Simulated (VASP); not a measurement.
Here is a VASP 6.6.1 calculation.

INCAR

```
ALGO = Normal
EDIFF = 1E-7
ENCUT = 520
ISIF = 2
ISMEAR = -1
ISPIN = 2
LASPH = T
LCHARG = F
LMAXMIX = 4
LORBIT = 11
LREAL = F
LWAVE = F
MAGMOM = 4.5 4.5 0 0
NBANDS = 31
NELM = 150
PREC = Accurate
SIGMA = 0.1
```

The input KPOINTS:

```
k-points
0
Gamma
  7 7 4
```

The input POSCAR:

```
MnS
1.0
    3.9760013000      0.0000000000      0.0000000000
   -1.9880006500      3.4433181300      0.0000000000
    0.0000000000      0.0000000000      6.4320000000
Mn S
2 2
Direct
    0.3333333300      0.6666666700      0.0000000000
    0.6666666700      0.3333333300      0.5000000000
    0.3333333300      0.6666666700      0.3850000000
    0.6666666700      0.3333333300      0.8850000000
```

Potentials or basis: VASP PAW LDA potentials, release 64 (Mn_pv, S).

Launch:

```sh
$ cat potpaw_LDA.64/Mn_pv/POTCAR potpaw_LDA.64/S/POTCAR > POTCAR
$ mpirun -np 1 vasp_std > vasp.out
```

(1) What does it give for the pressure?

(2) Estimate the site moments.

(3) Estimate the largest force.

(4) Estimate the band gap on the k mesh.

Answers

(1) -5.8 GPa.

(2) Mn +4.17; S +0.09 μB.

(3) 0.170 eV/Å.

(4) none (metal or under the smearing width).

Caveat: semilocal functionals often make such compounds metallic where correlation or magnetic order opens a gap, which also shifts bond lengths.
